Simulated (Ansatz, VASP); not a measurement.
Ga: VASP beside Ansatz

```
Ga
1.0
     2.68870    0.00000    0.00000
     0.00000    2.68870    0.00000
     0.00000    0.00000    2.68974
Ga
1
Direct
  0.00000 0.00000 0.00000
```

Alike in both runs: functional PBE; k mesh 20 × 20 × 20; occupations gaussian, width 0.1 eV; no spin polarisation.

Ansatz relaxed the structure, and its values are those at the end. VASP's run is a single point on that final structure, the one shown.

|  | VASP | Ansatz |
| --- | --- | --- |
| version | VASP 6.6.1 | Ansatz 0.2.0 |
| potentials or method | VASP PAW PBE potentials, release 64 (Ga_d) | scalar-relativistic, plane waves, PAW |
| plane-wave cutoff (eV) | 520 | 420 |
| valence electrons in the cell | 13 | 13 |

|  | VASP | Ansatz | Ansatz less VASP |
| --- | --- | --- | --- |
| gap on the k mesh at the Fermi level (eV) | none | none | - |
| pressure (GPa) | 1.6 | 1.5 | -0.10 |

A gap of «none» marks a metal or a gap that the smearing closes. With one functional, cell and mesh, what is left measures potentials, basis and numerics.
